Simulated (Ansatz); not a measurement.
Input and command of a calculation in Ansatz (plane waves; scalar-relativistic PAW potentials unless the input names others):

```yaml
crystal:
  lattice:
    - [1.8500089856, 1.0681031858, 2.3288384452]
    - [-1.8500089856, 1.0681031858, 2.3288384452]
    - [0.0, -2.1362063716, 2.3288384453]
  atoms:
    - { symbol: Cd, position: [0.0, 0.0, 0.0] }
    - { symbol: H, position: [0.5, 0.5, 0.5] }
basis:
  ecutwfc: 420
  precision: f64
kpoints:
  mp_grid: { grid: [12, 12, 12] }
hamiltonian:
  xc: pbe
scf:
  occupations: { method: gaussian, width: 0.1 }
  eigensolver: { kind: davidson }
  algorithm: direct_min
output:
  forces: true
  eigenvalues: true
  stress: true
accuracy: low
```

```bash
ansatz run input.yaml --threads 2 --pin off --max-ram 5120MiB --backend cpu --events-out ev --progress --plain --runs-dir out
```

Abridged log:
```
Basis set: ecut = 420 eV, 541 PW (Γ), exchange–correlation on 48×48×48 points (8 copies of the dense FFT grid, shifted against one another)
Bands: 15, of which v1, the nominal top of the filled ones, is band 11 counted from 1 (10 counted from 0)
Symmetry: 12 space group operations
k-points: 189 of 1728
SCF iter   1: F=—  HF=-8269.201988 eV  |F-HF|=—  |Δ(HF+E_count)|=         —  Δρ=6.55e-3  dr2=1.44e-2  ethr=1.77e-3  ⟨swp⟩=8.9  Hψ=12638  notcnv=0
SCF iter   2: F=—  HF=-8269.197094 eV  |F-HF|=—  |Δ(HF+E_count)|=   4.89e-3  Δρ=8.25e-4  dr2=1.76e-4  ethr=8.66e-7  ⟨swp⟩=2.9  Hψ=10896  notcnv=0  defer=3
SCF iter   3: F=—  HF=-8269.197036 eV  |F-HF|=—  |Δ(HF+E_count)|=   5.72e-5  Δρ=9.06e-5  dr2=1.22e-6  ethr=8.37e-7  ⟨swp⟩=2.0  Hψ=4828  notcnv=0  defer=1
SCF iter   4: F=-8269.197036 eV  HF=-8269.197036 eV  |F-HF|=5.52e-9  |Δ(HF+E_count)|=   2.97e-8  Δρ=7.52e-6  dr2=1.21e-8  ethr=5.80e-9  ⟨swp⟩=3.2  Hψ=5980  notcnv=0  defer=1
SCF 1 converged in 4 iterations: F = -8269.197036 eV  dr2 = 1.21e-8
  Residual-converged pass: ⟨swp⟩=3.0  Hψ=6013  notcnv=0  max |occ|·‖R‖ = 6.1e-6 eV (tolerance 6.7e-6 eV) dr2=1.13e-8  dr2_onsite=2.41e-9  max |Δocc| = 1.9e-8
SCF converged after 4 iterations
Stability not checked: this state was not tested for a lower state beside it, because a direct minimisation reached the state, and no test of it is asked (direct_minimisation; see scf.lower_state_search)
Free energy (F): -8269.197036 eV
Harris-Foulkes:  -8269.197036 eV  (|F-HF|=5.52e-9)
Internal energy: -8269.194184 eV  (E = F + TS)
E sigma→0 (E₀):  -8269.195610 eV
Entropy (-TS):   -0.002852 eV (-1.426 meV/atom)
Fermi energy:    11.343689 eV
--- Forces (eV/Å), atoms counted from 1 ---
  atom   1  Cd     0.00000000     0.00000000     0.00000000
  atom   2  H      0.00000000     0.00000000     0.00000000
--- Stress (GPa, compression-positive) ---
        0.063751       0.000000       0.000000
        0.000000       0.063751       0.000000
        0.000000       0.000000       0.029810
  P = ⅓ Tr σ = 0.0524 GPa (0.524 kbar)
```

Apart from outputs, empty bands and the relaxation, which only the reference makes, the input differs from a reference run on usual settings in scf.eigensolver.kind: not typed → "davidson"; basis.precision: not typed → "f64"; accuracy: not typed → "low"; scf.algorithm: not typed → "direct_min". The reference, at the same geometry, ended its own course with pressure 0.05 GPa, largest force 0.000 eV/Å, no gap on the mesh. This run converged in 4 SCF iterations with an energy at zero smearing within 0.01 meV/atom of the reference's, pressure 0.05 GPa, largest force 0.000 eV/Å, no gap on the mesh. Its accuracy level is looser than usual, yet energy, pressure and forces hardly moved.

Time: 3 s on 2 threads of Arm Neoverse V2, with other jobs on the host, peak memory 0.43 GiB.